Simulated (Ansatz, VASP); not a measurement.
Two plane-wave programs on Be

```
CELL_PARAMETERS angstrom
2.10592 0.00000 0.00000
0.00000 2.10592 0.00000
0.00000 0.00000 2.10592
ATOMIC_POSITIONS crystal
Be 0.00000 0.00000 0.00000
```

Alike in both runs: task single point; functional PBEsol; k mesh 16 × 16 × 16; occupations fermi-dirac, width 0.1 eV; no spin polarisation.

|  | VASP | Ansatz |
| --- | --- | --- |
| version | VASP 6.6.1 | Ansatz 0.2.0 |
| potentials or method | VASP PAW PBE potentials, release 64 (Be) | plane waves (420 eV) with PAW, scalar-relativistic |
| plane-wave cutoff (eV) | 520 | 420 |
| valence electrons in the cell | 2 | 2 |

VASP gave:

```
pressure (GPa) : 7.8
```

Question: Estimate Ansatz's values.

Answer: Pressure (GPa): 7.6.

The functional is the same, so the differences come from potentials, cutoffs and numerics. Ansatz warned: «pseudo_functional_mismatch».

Caveats: the PAW data sets were made with another functional, which shifts forces and pressure a little (VASP).
